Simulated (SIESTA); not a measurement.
## Sb under changes of volume

One of the cells (26.962 Å³/atom); the others are scaled copies at fixed shape and fractional positions:

```
CELL_PARAMETERS angstrom
-1.57654 1.57654 2.71194
1.57654 -1.57654 2.71194
1.57654 1.57654 -2.71194
ATOMIC_POSITIONS crystal
Sb 0.00000 0.00000 0.00000
```

This isn't the form of Sb at room conditions, which is rhombohedral.

```yaml
Program: SIESTA 5.4.2
Functional: LDA
Potentials_or_basis: PseudoDojo 0.4 standard (LDA files)
Basis: DZP (energy shift 0.003 Ry; two zetas on semicore shells)
Grid_cutoff: 500 Ry
Energy_shift: 0.003 Ry
k_mesh: 12 × 12 × 12
Occupations: fermi-dirac, width 0.05 eV
Spin: no spin polarisation
```

```tsv
volume (Å³/atom)	energy over the lowest point (meV/atom)	pressure (GPa)
25.344	16.01	4.1
25.883	5.30	2.4
26.423	0.20	0.8
26.962	0.00	-0.6
27.501	4.30	-1.9
28.040	12.58	-3.0
28.580	?	?
```

Task: What does the run at 28.580 Å³/atom give?

Result: Energy over the lowest point 24.50 meV/atom; pressure -4.0 GPa.

Worked out: A Birch-Murnaghan fit of order 3 (a polynomial in V^(-2/3)) to the other rows has its minimum at 26.71 Å³/atom with B0 = V·E''(V) = 69 GPa and B' = 4.4 at fixed shape and positions, which overstates the stiffness. It gives 24.46 meV/atom at 28.580 Å³/atom, against the run's 24.50, and -dE/dV = -4.0 GPa, against -4.0.

Energies are extrapolated to zero smearing.

Caveats: the basis of atomic orbitals isn't converged, which shifts pressures, moduli and gaps.
